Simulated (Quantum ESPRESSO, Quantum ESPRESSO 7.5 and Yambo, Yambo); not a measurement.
**CuI (Marshite): G0W0 with Yambo, start to end**

Wanted: ground state, empty states, screening and self-energy for CuI (Marshite).

Main program and level: Quantum ESPRESSO 7.5 and Yambo 5.3.0; PBE and many-body steps on it, plane waves.

The database entry behind the starting cell differs from later determinations by our own check (about 0.15 % long (mineral sample)), so it need not match the best structure at ambient conditions.

In doubt: a PseudoDojo file used here is known to give poor structures and forces, which bears on pressures, cells, forces and phonons.

### 1. The starting structure

It takes space group F-43m (No. 216, cubic). The conventional cell has a = 6.063 Å, b = 6.063 Å, c = 6.063 Å, α = 90.00°, β = 90.00°, γ = 90.00°. Nearest to Cu lie 4 I at 2.63 Å. I has 4 Cu at 2.63 Å nearest. Farther neighbours and most contacts between anions are not listed.

The cell and positions come from the Crystallography Open Database and are kept as given unless a step says otherwise. Spin-orbit coupling is left out unless a step names it.

### 2. Ground state

This step: Quantum ESPRESSO 7.5; DFT, PBE, plane waves, norm-conserving pseudopotentials.

The ground-state density comes first.

Contents of pw.in:

```
&control
  calculation = 'scf'
  prefix = 'x'
  outdir = 'o'
  pseudo_dir = 'pseudo'
/
&system
  ibrav = 0
  nat = 2
  ntyp = 2
  ecutwfc = 84.0
  nbnd = 27
  force_symmorphic = .true.
/
&electrons
  conv_thr = 1e-10
  electron_maxstep = 80
  mixing_beta = 0.5
/
ATOMIC_SPECIES
  Cu 63.546 Cu.upf
  I 126.9 I.upf
CELL_PARAMETERS angstrom
  0.0000000000 3.0315000000 3.0315000000
  3.0315000000 0.0000000000 3.0315000000
  3.0315000000 3.0315000000 0.0000000000
ATOMIC_POSITIONS crystal
  Cu 0.2500000000 0.2500000000 0.2500000000
  I 0.0000000000 0.0000000000 0.0000000000
K_POINTS automatic
  6 6 6 0 0 0
```

Command:

```console
> OMP_NUM_THREADS=1 mpirun -n 8 pw.x -nk 8 -in pw.in > pw.out
```

Log:

```text
Program PWSCF v.7.5 starts

     This program is part of the open-source Quantum ESPRESSO suite
     for quantum simulation of materials; please cite
         "P. Giannozzi et al., J. Phys.:Condens. Matter 21 395502 (2009);
         "P. Giannozzi et al., J. Phys.:Condens. Matter 29 465901 (2017);
         "P. Giannozzi et al., J. Chem. Phys. 152 154105 (2020);
     in publications or presentations arising from this work. More details at
     Message from routine setup:
     using ibrav=0 with symmetry is DISCOURAGED, use correct ibrav instead

     G-vector sticks info

     bravais-lattice index     =            0
     lattice parameter (alat)  =       8.1016  a.u.
     unit-cell volume          =     376.0099 (a.u.)^3
     number of atoms/cell      =            2
     number of atomic types    =            2
     number of electrons       =        44.00
     number of Kohn-Sham states=           27
     kinetic-energy cutoff     =      84.0000  Ry
     charge density cutoff     =     336.0000  Ry
     scf convergence threshold =      1.0E-10
     mixing beta               =       0.5000
     number of iterations used =            8  plain     mixing
     Exchange-correlation= PBE
                           (   1   4   3   4   0   0   0)

     celldm(1)=   8.101612  celldm(2)=   0.000000  celldm(3)=   0.000000
     celldm(4)=   0.000000  celldm(5)=   0.000000  celldm(6)=   0.000000

     crystal axes: (cart. coord. in units of alat)
               a(1) = (   0.000000   0.707107   0.707107 )
               a(2) = (   0.707107   0.000000   0.707107 )
               a(3) = (   0.707107   0.707107   0.000000 )

     reciprocal axes: (cart. coord. in units 2 pi/alat)
               b(1) = ( -0.707107  0.707107  0.707107 )
               b(2) = (  0.707107 -0.707107  0.707107 )
               b(3) = (  0.707107  0.707107 -0.707107 )
     Pseudo is Norm-conserving + core correction, Zval = 19.0
     Generated using ONCVPSP code by D. R. Hamann
     Using radial grid of 1492 points,  6 beta functions with:
     Pseudo is Norm-conserving + core correction, Zval = 25.0
     Generated using ONCVPSP code by D. R. Hamann
     Using radial grid of 1188 points,  8 beta functions with:
     Cu               19.00    63.54600     Cu( 1.00)
     I                25.00   126.90000     I ( 1.00)

     24 Sym. Ops. (no inversion) found

   Cartesian axes

     site n.     atom                  positions (alat units)
         1        Cu     tau(   1) = (   0.3535534   0.3535534   0.3535534  )
         2        I      tau(   2) = (   0.0000000   0.0000000   0.0000000  )

     number of k points=    16
                       cart. coord. in units 2pi/alat
        k(    1) = (   0.0000000   0.0000000   0.0000000), wk =   0.0092593
        k(    2) = (   0.1178511   0.1178511  -0.1178511), wk =   0.0740741
        k(    3) = (   0.2357023   0.2357023  -0.2357023), wk =   0.0740741
        k(    4) = (  -0.3535534  -0.3535534   0.3535534), wk =   0.0370370
        k(    5) = (   0.2357023   0.0000000  -0.0000000), wk =   0.0555556
        k(    6) = (   0.3535534   0.1178511  -0.1178511), wk =   0.2222222
        k(    7) = (  -0.2357023  -0.4714045   0.4714045), wk =   0.2222222
        k(    8) = (  -0.1178511  -0.3535534   0.3535534), wk =   0.2222222
        k(    9) = (   0.0000000  -0.2357023   0.2357023), wk =   0.1111111
        k(   10) = (   0.4714045   0.0000000  -0.0000000), wk =   0.0555556
     [... 4 further rows ...]
        k(   15) = (  -0.1178511  -0.3535534   0.5892557), wk =   0.2222222
        k(   16) = (  -0.7071068   0.2357023   0.0000000), wk =   0.1111111

     Dense  grid:    39189 G-vectors     FFT dimensions: (  48,  48,  48)

     Initial potential from superposition of free atoms

     starting charge      43.9996, renormalised to      44.0000
     Starting wfcs are   23 randomized atomic wfcs +    4 random wfcs

     per-process dynamical memory:    32.4 Mb

     Self-consistent Calculation

     iteration #  1     ecut=    84.00 Ry     beta= 0.50

     Threshold (ethr) on eigenvalues was too large:
     Diagonalizing with lowered threshold

     total energy              =   -1004.64239482 Ry
     estimated scf accuracy    <       0.07428795 Ry

     iteration #  2     ecut=    84.00 Ry     beta= 0.50

     total energy              =   -1004.66552703 Ry
     estimated scf accuracy    <       0.06644995 Ry

     iteration #  3     ecut=    84.00 Ry     beta= 0.50

     total energy              =   -1004.67483393 Ry
     estimated scf accuracy    <       0.00140174 Ry

     iteration #  4     ecut=    84.00 Ry     beta= 0.50

     total energy              =   -1004.67512160 Ry
     estimated scf accuracy    <       0.00085086 Ry

     iteration #  5     ecut=    84.00 Ry     beta= 0.50

     total energy              =   -1004.67526126 Ry
     estimated scf accuracy    <       0.00000613 Ry

     iteration #  6     ecut=    84.00 Ry     beta= 0.50

     total energy              =   -1004.67525989 Ry
     estimated scf accuracy    <       0.00001630 Ry

     iteration #  7     ecut=    84.00 Ry     beta= 0.50

     total energy              =   -1004.67526474 Ry
     estimated scf accuracy    <       0.00000387 Ry

     iteration #  8     ecut=    84.00 Ry     beta= 0.50

     total energy              =   -1004.67526522 Ry
     estimated scf accuracy    <       0.00000010 Ry

     iteration #  9     ecut=    84.00 Ry     beta= 0.50

     total energy              =   -1004.67526523 Ry
     estimated scf accuracy    <          8.7E-09 Ry

     iteration # 10     ecut=    84.00 Ry     beta= 0.50

     total energy              =   -1004.67526523 Ry
     estimated scf accuracy    <          8.5E-09 Ry

     iteration # 11     ecut=    84.00 Ry     beta= 0.50

     End of self-consistent calculation

          k = 0.0000 0.0000 0.0000 (  4909 PWs)   bands (ev):

  -167.0560-113.9829-113.9829-113.9829-102.3482 -59.7749 -59.7749 -59.7749
   -36.5976 -36.5976 -36.5952 -36.5952 -36.5952  -4.8943   5.5003   5.5003
     5.5003   7.3186   7.3186   9.1591   9.1591   9.1591  10.2556  14.0271
    14.0271  14.0271  17.2831

          k = 0.1179 0.1179-0.1179 (  4870 PWs)   bands (ev):

  -167.0560-113.9828-113.9828-113.9828-102.3482 -59.7748 -59.7748 -59.7748
   -36.5942 -36.5942 -36.5936 -36.5874 -36.5874  -4.7695   4.9894   5.5088
     5.5088   7.3098   7.3098   8.2966   8.9664   8.9664  11.1872  14.0221
    14.3750  14.3750  17.9718

          k = 0.2357 0.2357-0.2357 (  4879 PWs)   bands (ev):

  -167.0560-113.9828-113.9828-113.9828-102.3482 -59.7748 -59.7748 -59.7748
   -36.5953 -36.5953 -36.5926 -36.5874 -36.5874  -4.4958   4.0114   5.5190
     5.5190   7.3210   7.3210   7.6146   8.6206   8.6206  11.3723  14.6367
    14.6367  15.5573  17.7767

          k =-0.3536-0.3536 0.3536 (  4910 PWs)   bands (ev):

     [... further k-points ...]

     highest occupied, lowest unoccupied level (ev):     9.1591   10.2556

!    total energy              =   -1004.67526523 Ry
     estimated scf accuracy    <          3.1E-12 Ry

     The total energy is the sum of the following terms:
     one-electron contribution =    -810.28904780 Ry
     hartree contribution      =     392.75898856 Ry
     xc contribution           =    -126.08870107 Ry
     ewald contribution        =    -461.05650492 Ry

     convergence has been achieved in  11 iterations

     XML data file, charge density, pseudopotentials, collected wavefunctions

=------------------------------------------------------------------------------=
   JOB DONE.
=------------------------------------------------------------------------------=
```

Run time: 6.1 s. Hardware: 8 MPI ranks of AMD EPYC 7B13 (Zen 3), shared host; peak memory 0.65 GiB.

This step gave:

```yaml
total_energy: -13669.3033 eV
gap: 1.096 eV
k_of_the_valence_top: 0, 0, 0
k_of_the_conduction_bottom: 0, 0, 0
least_direct_gap: 1.096 eV
```

The gap is direct, at Γ.

### 3. Bands along the symmetry lines

The cheap functional maps the bands first; the places of the edges decide which points the dearer methods must see.

Contents of pw.in:

```
&control
  calculation = 'bands'
  prefix = 'x'
  outdir = 'o'
  pseudo_dir = 'pseudo'
/
&system
  ibrav = 0
  nat = 2
  ntyp = 2
  ecutwfc = 84.0
  nbnd = 28
  force_symmorphic = .true.
/
&electrons
  conv_thr = 1e-9
  electron_maxstep = 80
  diago_full_acc = .true.
  diago_thr_init = 5e-6
/
ATOMIC_SPECIES
  Cu 63.546 Cu.upf
  I 126.9 I.upf
CELL_PARAMETERS angstrom
  0.0000000000 3.0315000000 3.0315000000
  3.0315000000 0.0000000000 3.0315000000
  3.0315000000 3.0315000000 0.0000000000
ATOMIC_POSITIONS crystal
  Cu 0.2500000000 0.2500000000 0.2500000000
  I 0.0000000000 0.0000000000 0.0000000000
K_POINTS crystal
  50
  0.00000000 0.00000000 0.00000000 1
  -0.06250000 -0.06250000 0.00000000 1
  -0.12500000 -0.12500000 0.00000000 1
  -0.18750000 -0.18750000 0.00000000 1
  -0.25000000 -0.25000000 0.00000000 1
  -0.31250000 -0.31250000 0.00000000 1
  -0.37500000 -0.37500000 0.00000000 1
  -0.43750000 -0.43750000 0.00000000 1
  -0.50000000 -0.50000000 0.00000000 1
  -0.48437500 -0.48437500 0.03125000 1
  -0.46875000 -0.46875000 0.06250000 1
  -0.45312500 -0.45312500 0.09375000 1
  -0.43750000 -0.43750000 0.12500000 1
  -0.42187500 -0.42187500 0.15625000 1
  -0.40625000 -0.40625000 0.18750000 1
  -0.39062500 -0.39062500 0.21875000 1
  -0.37500000 -0.37500000 0.25000000 1
  -0.37500000 0.00000000 0.37500000 1
  -0.32812500 0.00000000 0.32812500 1
  -0.28125000 0.00000000 0.28125000 1
  -0.23437500 0.00000000 0.23437500 1
  -0.18750000 0.00000000 0.18750000 1
  -0.14062500 0.00000000 0.14062500 1
  -0.09375000 0.00000000 0.09375000 1
  -0.04687500 0.00000000 0.04687500 1
  0.00000000 0.00000000 0.00000000 1
  0.00000000 0.00000000 0.06250000 1
  0.00000000 0.00000000 0.12500000 1
  0.00000000 0.00000000 0.18750000 1
  0.00000000 0.00000000 0.25000000 1
  0.00000000 0.00000000 0.31250000 1
  0.00000000 0.00000000 0.37500000 1
  0.00000000 0.00000000 0.43750000 1
  -0.00000000 0.00000000 0.50000000 1
  -0.06250000 -0.03125000 0.46875000 1
  -0.12500000 -0.06250000 0.43750000 1
  -0.18750000 -0.09375000 0.40625000 1
  -0.25000000 -0.12500000 0.37500000 1
  -0.31250000 -0.15625000 0.34375000 1
  -0.37500000 -0.18750000 0.31250000 1
  -0.43750000 -0.21875000 0.28125000 1
  -0.50000000 -0.25000000 0.25000000 1
  -0.50000000 -0.28125000 0.21875000 1
  -0.50000000 -0.31250000 0.18750000 1
  -0.50000000 -0.34375000 0.15625000 1
  -0.50000000 -0.37500000 0.12500000 1
  -0.50000000 -0.40625000 0.09375000 1
  -0.50000000 -0.43750000 0.06250000 1
  -0.50000000 -0.46875000 0.03125000 1
  -0.50000000 -0.50000000 0.00000000 1
```

Log:

```text
[banner, memory and clock lines left out]
Program PWSCF v.7.5 starts

     Atomic positions and unit cell read from directory:
     o/x.save/

     Message from routine setup:
     using ibrav=0 with symmetry is DISCOURAGED, use correct ibrav instead

     G-vector sticks info

     bravais-lattice index     =            0
     lattice parameter (alat)  =       8.1016  a.u.
     unit-cell volume          =     376.0099 (a.u.)^3
     number of atoms/cell      =            2
     number of atomic types    =            2
     number of electrons       =        44.00
     number of Kohn-Sham states=           28
     kinetic-energy cutoff     =      84.0000  Ry
     charge density cutoff     =     336.0000  Ry
     Exchange-correlation= PBE
                           (   1   4   3   4   0   0   0)

     celldm(1)=   8.101612  celldm(2)=   0.000000  celldm(3)=   0.000000
     celldm(4)=   0.000000  celldm(5)=   0.000000  celldm(6)=   0.000000

     crystal axes: (cart. coord. in units of alat)
               a(1) = (   0.000000   0.707107   0.707107 )
               a(2) = (   0.707107   0.000000   0.707107 )
               a(3) = (   0.707107   0.707107   0.000000 )

     reciprocal axes: (cart. coord. in units 2 pi/alat)
               b(1) = ( -0.707107  0.707107  0.707107 )
               b(2) = (  0.707107 -0.707107  0.707107 )
               b(3) = (  0.707107  0.707107 -0.707107 )
     Pseudo is Norm-conserving + core correction, Zval = 19.0
     Generated using ONCVPSP code by D. R. Hamann
     Using radial grid of 1492 points,  6 beta functions with:
     Pseudo is Norm-conserving + core correction, Zval = 25.0
     Generated using ONCVPSP code by D. R. Hamann
     Using radial grid of 1188 points,  8 beta functions with:
     Cu               19.00    63.54600     Cu( 1.00)
     I                25.00   126.90000     I ( 1.00)

     24 Sym. Ops. (no inversion) found

   Cartesian axes

     site n.     atom                  positions (alat units)
         1        Cu     tau(   1) = (   0.3535534   0.3535534   0.3535534  )
         2        I      tau(   2) = (   0.0000000   0.0000000   0.0000000  )

     number of k points=    50
                       cart. coord. in units 2pi/alat
        k(    1) = (   0.0000000   0.0000000   0.0000000), wk =   0.0400000
        k(    2) = (   0.0000000   0.0000000  -0.0883883), wk =   0.0400000
        k(    3) = (   0.0000000   0.0000000  -0.1767767), wk =   0.0400000
[...]
[... 38 further rows ...]
        k(   49) = (   0.0441942  -0.0000000  -0.7071068), wk =   0.0400000
        k(   50) = (   0.0000000   0.0000000  -0.7071068), wk =   0.0400000

     Dense  grid:    39189 G-vectors     FFT dimensions: (  48,  48,  48)

     The potential is recalculated from file :
     o/x.save/charge-density

     Starting wfcs are   23 randomized atomic wfcs +    5 random wfcs

     Band Structure Calculation

     End of band structure calculation

          k = 0.0000 0.0000 0.0000 (  4909 PWs)   bands (ev):

  -167.0560-113.9828-113.9828-113.9828-102.3482 -59.7749 -59.7749 -59.7749
   -36.5976 -36.5976 -36.5952 -36.5952 -36.5952  -4.8943   5.5003   5.5003
     5.5003   7.3186   7.3186   9.1591   9.1591   9.1591  10.2556  14.0271
    14.0271  14.0271  17.2832  18.8735

          k = 0.0000 0.0000-0.0884 (  4925 PWs)   bands (ev):

  -167.0560-113.9829-113.9829-113.9828-102.3482 -59.7749 -59.7749 -59.7749
   -36.5994 -36.5985 -36.5985 -36.5982 -36.5949  -4.8696   5.4099   5.4956
[...]
14.1755  14.1755  17.5784  18.1738

          k = 0.0000 0.0000-0.1768 (  4897 PWs)   bands (ev):

  -167.0560-113.9829-113.9829-113.9828-102.3482 -59.7749 -59.7749 -59.7748
[...]
14.5885  14.5886  17.0946  18.4674

          k = 0.0000 0.0000-0.2652 (  4905 PWs)   bands (ev):

[...]
k =-0.0000-0.0000-0.4419 (  4897 PWs)   bands (ev):

[...]
k =-0.0000-0.0000-0.6187 (  4888 PWs)   bands (ev):

[...]
k = 0.5303-0.0000-0.5303 (  4914 PWs)   bands (ev):

[...]
k = 0.3977-0.0000-0.3977 (  4892 PWs)   bands (ev):

[...]
k = 0.2652-0.0000-0.2652 (  4878 PWs)   bands (ev):

[...]
k = 0.0000 0.0000 0.0000 (  4909 PWs)   bands (ev):

[...]
k = 0.1326 0.0000-0.7071 (  4890 PWs)   bands (ev):

[...]
k = 0.0884-0.0000-0.7071 (  4884 PWs)   bands (ev):

[...]
k = 0.0442-0.0000-0.7071 (  4882 PWs)   bands (ev):

  -167.0560-113.9828-113.9828-113.9828-102.3482 -59.7749 -59.7748 -59.7748
[...]
18.1644  18.7147  18.9657  20.7298

          k = 0.0000 0.0000-0.7071 (  4880 PWs)   bands (ev):

  -167.0560-113.9828-113.9828-113.9828-102.3482 -59.7749 -59.7748 -59.7748
   -36.5931 -36.5931 -36.5925 -36.5916 -36.5867  -4.1574   3.5576   5.3813
     5.3813   7.2933   7.3713   7.4075   7.6717   7.6717  11.8621  12.0485
    18.3107  18.8995  18.8995  20.6970

     XML data file, pseudopotentials, collected wavefunctions
```

The job ended after 4.6 s (8 MPI ranks; peak memory 0.59 GiB).

This step gave:

* gap: 1.096 eV
* k of the valence top: 0, 0, 0
* k of the conduction bottom: 0, 0, 0
* least direct gap: 1.096 eV

The gap is 1.096 eV, as in the run before at this level.

Electronic bands along the path, in eV, zero at the top of the highest filled band:

| point | band 19 | band 20 | band 21 | band 22 | band 23 | band 24 | band 25 | band 26 |
| --- | --- | --- | --- | --- | --- | --- | --- | --- |
| Γ | -1.84 | 0.00 | 0.00 | 0.00 | 1.10 | 4.87 | 4.87 | 4.87 |
| halfway | -1.80 | -1.09 | -0.87 | -0.87 | 3.19 | 3.38 | 6.78 | 6.78 |
| X | -1.79 | -1.75 | -1.49 | -1.49 | 2.70 | 2.89 | 9.15 | 9.74 |
| halfway | -1.79 | -1.77 | -1.48 | -1.42 | 2.86 | 3.37 | 8.40 | 8.98 |
| U | -1.81 | -1.70 | -1.50 | -1.24 | 3.08 | 4.60 | 7.53 | 7.86 |
| jump to K | -1.81 | -1.70 | -1.50 | -1.24 | 3.08 | 4.60 | 7.53 | 7.86 |
| halfway | -1.82 | -1.33 | -1.06 | -0.39 | 3.07 | 4.98 | 5.56 | 5.64 |
| Γ | -1.84 | 0.00 | 0.00 | 0.00 | 1.10 | 4.87 | 4.87 | 4.87 |
| halfway | -1.85 | -1.26 | -0.37 | -0.37 | 2.24 | 5.42 | 5.42 | 5.46 |
| L | -1.81 | -1.77 | -0.71 | -0.71 | 2.12 | 5.41 | 5.41 | 7.37 |
| halfway | -1.83 | -1.71 | -1.29 | -1.00 | 3.46 | 4.67 | 6.21 | 7.41 |
| W | -1.89 | -1.76 | -1.59 | -1.25 | 4.47 | 4.65 | 6.00 | 6.38 |
| halfway | -1.86 | -1.76 | -1.54 | -1.34 | 3.38 | 3.49 | 7.78 | 7.90 |
| X | -1.79 | -1.75 | -1.49 | -1.49 | 2.70 | 2.89 | 9.15 | 9.74 |

(Part 1 of 3 ends here.)

[Paths, hosts, dates, memory and timing lines, banners, echoed tables and standing remarks are left out of the program output.]

[Logs are printed without paths, hosts, clocks, repeated set-up lines and the standing remarks that a program may print on its own settings, such as how far it seeks lower states.]

[Runs of the session that timed out or met a known fault of the program may be left out.]

[Hosts, paths, dates, database ids (printed as entryN), source tags and the programs' standing remarks are cut or masked in the printed files.]
